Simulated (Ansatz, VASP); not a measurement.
# GeSe7 in VASP and in Ansatz

```
Ge Se
1.0
     0.00000    4.35429    4.35429
     4.35429    0.00000    4.35429
     4.35429    4.35429    0.00000
Ge Se
1 7
Direct
  0.00000 0.00000 0.00000
  0.50000 0.50000 0.50000
  0.00000 0.00000 0.50000
  0.50000 0.00000 0.50000
  0.00000 0.50000 0.50000
  0.50000 0.50000 0.00000
  0.00000 0.50000 0.00000
  0.50000 0.00000 0.00000
```

Change from the starting cell: species swapped into the Mg7Sc type (Fm-3m, No. 225).

Alike in both runs: task relaxation of cell and atoms; functional PBE; k mesh 8 × 8 × 8; occupations gaussian, width 0.1 eV; no spin polarisation.

|  | VASP | Ansatz |
| --- | --- | --- |
| version | VASP 6.6.1 | Ansatz 0.2.0 |
| potentials or method | VASP PAW PBE potentials, release 64 (Ge_d, Se) | scalar-relativistic, plane waves, PAW |
| plane-wave cutoff (eV) | 600 | 420 |
| valence electrons in the cell | 56 | 126 |

|  | VASP | Ansatz | Ansatz less VASP |
| --- | --- | --- | --- |
| gap on the k mesh at the Fermi level, each at its own relaxed structure (eV) | none | none | - |
| relaxed volume (Å³/atom) | 20.68 | 20.68 | +0.003 |
| relaxed cell length with the largest relative difference (Å) | 6.162 | 6.162 | +0.0003 |

A gap of «none» marks a metal or a gap that the smearing closes. The two sets of potentials don't hold the same shells in valence.
